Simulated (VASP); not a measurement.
The system is RuS2.

```xyz
3
Lattice="4.0587 0.0000 0.0000 0.0000 4.0587 0.0000 0.0000 0.0000 2.9775" Properties=species:S:1:pos:R:3 pbc="T T T"
Ru    0.0000    0.0000    0.0000
S     2.0294    0.0000    1.4888
S     0.0000    2.0294    1.4888
```

The cell was built by a generator and needn't be a form met in nature.

| Quantity | Value |
| --- | --- |
| Program | VASP 6.6.1 |
| Task | single point |
| Functional | PBE |
| Potentials or basis | VASP PAW PBE potentials, release 64 (Ru_pv, S) |
| Cutoff | 520 eV |
| k mesh | 7 × 7 × 9 |
| Occupations | fermi-dirac, width 0.05 eV |
| Spin | no spin polarisation |

On this cell: pressure 0.0 GPa; largest force under 0.003 eV/Å; band gap on the k mesh none (metal or under the smearing width).

The same run follows on a disturbed copy (atoms moved at random, drawn with an rms of 0.05 Å):

```
CELL_PARAMETERS angstrom
4.05873 0.00000 0.00000
0.00000 4.05873 0.00000
0.00000 0.00000 2.97751
ATOMIC_POSITIONS crystal
Ru 0.99891 0.98256 0.99141
S 0.49628 0.98772 0.49794
S 0.00920 0.49783 0.50483
```

**Question.** What changes?

**Answer.** The energy (extrapolated to zero smearing) moves by -1.1 meV/atom; pressure 0.2 GPa; largest force 0.254 eV/Å; band gap on the k mesh none (metal or under the smearing width).

Forces on the atoms (eV/Å):
```
Ru  -0.161 -0.187  0.058
S    0.090  0.169 -0.070
S    0.071  0.018  0.012
```

Stress tensor (GPa, compression positive):
```
 0.62  0.00 -0.07
 0.00  0.92  0.27
-0.07  0.27 -0.84
```

The energy falls, though the first cell shows no forces: that form is unstable against this distortion, unless noise or another electronic state is at work.
